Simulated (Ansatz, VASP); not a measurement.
# CoO in VASP and in Ansatz

```xyz
4
Lattice="3.1976 0.0000 0.0000 -1.5988 2.7692 0.0000 0.0000 0.0000 5.2287" Properties=species:S:1:pos:R:3 pbc="T T T"
Co    0.0000    1.8462    2.6319
Co    0.0000    0.0000    0.0182
O     0.0000    1.8462    4.5571
O     0.0000    0.0000    1.9430
```

Alike in both runs: task single point; functional PBEsol; k mesh 10 × 10 × 5; occupations fermi-dirac, width 0.05 eV; collinear spin.

|  | VASP | Ansatz |
| --- | --- | --- |
| version | VASP 6.6.1 | Ansatz 0.2.0 |
| potentials or method | VASP PAW PBE potentials, release 64 (Co, O), cutoff 520 eV | all-electron LAPW, scalar-relativistic |

Ansatz gave:

- gap on the k mesh at the Fermi level (eV): none
- pressure (GPa): -9.6
- largest component of the traceless stress (GPa): 1.13
- rms of the force components (eV/Å): 0.070
- net moment per atom (μB): 0.00
- size of the moment on the site where the two differ most (μB): 2.22

Q: What did VASP give for the same quantities?

A: gap on the k mesh at the Fermi level (eV): none; pressure (GPa): -7.5; largest component of the traceless stress (GPa): 2.35; rms of the force components (eV/Å): 0.151; net moment per atom (μB): 1.45; size of the moment on the site where the two differ most (μB): 2.47.

The net moments differ so much that the two runs ended in different magnetic states, which moves the other rows too. Site moments also hang on the region over which each program counts them. Atom by atom the forces differ by 0.221 eV/Å (rms over components). A gap of «none» marks a metal or a gap that the smearing closes. Ansatz ran all-electron here, so the differences hold the error of VASP's frozen core and of both bases.

Caveats: semilocal functionals often make such compounds metallic where correlation or magnetic order opens a gap, which also shifts bond lengths; the PAW data sets were made with another functional, which shifts forces and pressure a little (VASP); the starting moments weren't kept (Ansatz).
